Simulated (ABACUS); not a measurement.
Set up this calculation in ABACUS 3.10.1, as the native input.

```
Task                                          : single point
Functional                                    : PW91
Potentials or basis                           : PseudoDojo NC SR 0.4.1 PBE standard
Cutoff                                        : 1320 eV
Density cutoff                                : 5279 eV
Basis                                         : plane waves
k mesh                                        : 10 × 10 × 6
Occupations                                   : fermi-dirac, width 0.05 eV
Spin                                          : collinear spin, ferromagnetic start
Starting moments                              : [2.0, 2.0] μB
Radial cutoff of the potentials (pseudo_rcut) : 10 bohr
SCF threshold on the density                  : 1e-08
Max SCF steps                                 : 100
Eigensolver                                   : dav
Mixing                                        : broyden
Mixing share                                  : 0.4
Symmetry key                                  : 1
```

The system is Co.

```
Co
1.0
     2.47200    0.00000    0.00000
    -1.23600    2.14081    0.00000
     0.00000    0.00000    4.02114
Co
2
Cartesian
  1.2360 0.7136 3.0159
  0.0000 1.4272 1.0053
```

These files were run (other wordings do the same):

INPUT

```
INPUT_PARAMETERS
suffix              Co
calculation         scf
basis_type          pw
pseudo_dir          ./
symmetry            1
dft_functional      GGA_X_PW91+GGA_C_PW91
ecutwfc             97
pseudo_rcut         10
nspin               2
nbands              29
ks_solver           dav
smearing_method     fd
smearing_sigma      0.00367493
scf_thr             1e-08
scf_nmax            100
mixing_type         broyden
mixing_beta         0.4
cal_force           1
cal_stress          1
out_chg             1
kpar                4
```

STRU

```
ATOMIC_SPECIES
Co 58.9332 Co.upf

LATTICE_CONSTANT
1.8897261246

LATTICE_VECTORS
2.4719999032 0.0000000000 0.0000000000
-1.2359999516 2.1408147143 0.0000000000
0.0000000000 0.0000000000 4.0211440800

ATOMIC_POSITIONS
Direct

Co
0.0
2
0.6666666667 0.3333333333 0.7500000000 1 1 1 mag 2
0.3333333333 0.6666666667 0.2500000000 1 1 1 mag 2
```

KPT

```
K_POINTS
0
Gamma
10 10 6 0 0 0
```

Potentials or basis: PseudoDojo NC SR 0.4.1 PBE standard, plane waves.

The run is started by

```bash
$ OMP_NUM_THREADS=1 mpirun -np 4 abacus > log
```

Results of the run:

```
Pressure               : 5.1 GPa
Band gap on the k mesh : none (metal or under the smearing width)
Net moment             : 3.30 μB per cell
Absolute moment        : 3.61 μB per cell
```

Caveat: the potentials were made for another functional, which shifts forces and pressure.

Run time: 30 s on 4 MPI ranks on AMD EPYC 7R13 Processor (Zen 3), with other jobs on the host, peak memory 0.48 GiB a rank.
